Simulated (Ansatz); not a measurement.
**Run times of several calculations on B5H9**

Cell: 14 atoms, space group I4mm, a = 5.733 Å, b = 5.733 Å, c = 5.733 Å, α = 102.72°, β = 102.72°, γ = 124.04°.

All runs are DFT with Ansatz 0.2.0 on 1 thread of Intel Xeon Platinum 8488C (Sapphire Rapids) (x86_64; 16 cores open to the job, memory cap 3.0 GiB, no GPU), a shared host.

Problem. Rank the runs by wall time, shortest first.
A. relaxation of the ions, PBE, gradients read without the response of the cores, 420 eV, 7×7×7 k-points, smearing 0.05 eV
B. single point at relaxed positions, r2SCAN, gradients read without the response of the cores, 500 eV, 7×7×7 k-points, smearing 0.05 eV
C. single point, PBE, gradients read without the response of the cores, 420 eV, 7×7×7 k-points, smearing 0.05 eV

Solution. C (14 s, 0.45 GiB), B (23 s, 0.77 GiB), A (42 s, 0.48 GiB).
